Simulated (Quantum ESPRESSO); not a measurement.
A run of Quantum ESPRESSO 7.5:

pw.in

```
&CONTROL
  calculation = 'scf'
  prefix = 'pwscf'
  outdir = './tmp'
  pseudo_dir = './pseudo'
  tprnfor = .true.
  tstress = .true.
  disk_io = 'low'
/
&SYSTEM
  ibrav = 0
  celldm(1) = 8
  nat = 2
  ntyp = 1
  ecutwfc = 107
  nbnd = 9
  input_dft = 'pbesol'
  occupations = 'smearing'
  smearing = 'gaussian'
  degauss = 0.01999163
/
&ELECTRONS
  conv_thr = 4d-10
  electron_maxstep = 120
  mixing_beta = 0.5
  mixing_ndim = 12
  diagonalization = 'rmm-paro'
/
ATOMIC_SPECIES
C     12.0110 C.upf
CELL_PARAMETERS alat
  0.0000000000000   0.4036868110741   0.4036868110741
  0.4036868110741   0.0000000000000   0.4036868110741
  0.4036868110741   0.4036868110741   0.0000000000000
ATOMIC_POSITIONS crystal
C      0.7500000000    0.7500000000    0.7500000000
C      0.5000000000    0.5000000000    0.5000000000
K_POINTS automatic
9 9 9 0 0 0
```

scf2.in

```
&CONTROL
  calculation = 'scf'
  prefix = 'pwscf'
  outdir = './tmp'
  pseudo_dir = './pseudo'
  tprnfor = .true.
  tstress = .true.
  disk_io = 'low'
/
&SYSTEM
  ibrav = 0
  celldm(1) = 8
  nat = 2
  ntyp = 1
  ecutwfc = 107
  nbnd = 9
  input_dft = 'pbesol'
  occupations = 'fixed'
/
&ELECTRONS
  conv_thr = 1d-11
  electron_maxstep = 120
  mixing_beta = 0.5
  mixing_ndim = 12
  diagonalization = 'rmm-paro'
  startingpot = 'file'
  startingwfc = 'file'
/
ATOMIC_SPECIES
C     12.0110 C.upf
CELL_PARAMETERS alat
  0.0000000000000   0.4036868110741   0.4036868110741
  0.4036868110741   0.0000000000000   0.4036868110741
  0.4036868110741   0.4036868110741   0.0000000000000
ATOMIC_POSITIONS crystal
C      0.7500000000    0.7500000000    0.7500000000
C      0.5000000000    0.5000000000    0.5000000000
K_POINTS automatic
9 9 9 0 0 0
```

eels.in

```
&LR_INPUT
  prefix = 'pwscf'
  outdir = './tmp'
  restart_step = 5000
  restart = .false.
/
&LR_CONTROL
  calculator = 'lanczos'
  approximation = 'RPA_with_CLFE'
  q1 = 0.09528537542
  q2 = 0.09528537542
  q3 = 0
  itermax = 300
/
```

spectrum.in

```
&LR_INPUT
  prefix = 'pwscf'
  outdir = './tmp'
  eels = .true.
  itermax0 = 300
  itermax = 20000
  extrapolation = 'osc'
  epsil = 0.05
  units = 1
  start = 0
  end = 40
  increment = 0.2
/
```

spectrum_short.in

```
&LR_INPUT
  prefix = 'pwscf'
  outdir = './tmp'
  eels = .true.
  itermax0 = 200
  itermax = 20000
  extrapolation = 'osc'
  epsil = 0.05
  units = 1
  start = 0
  end = 40
  increment = 0.2
/
```

Potentials or basis: Ansatz NC SR PBE.

Command:

```console
$ OMP_NUM_THREADS=1 pw.x -in pw.in > pw.out
$ OMP_NUM_THREADS=1 pw.x -in scf2.in > scf2.out
$ OMP_NUM_THREADS=1 turbo_eels.x -in eels.in > eels.out
$ OMP_NUM_THREADS=1 turbo_spectrum.x -in spectrum.in > spectrum.out
$ OMP_NUM_THREADS=1 turbo_spectrum.x -in spectrum_short.in > spectrum_short.out
```

Hardware: 1 thread of Arm Neoverse V2 (shared host).

**Question.** Estimate the wall time of this run.

**Answer.** Run time: 3.6 min on 1 thread of Arm Neoverse V2, with other jobs on the host, peak memory 0.45 GiB. Counts: scf iterations 14, k pools 1, bands 9, k points 35, g dense 10081.
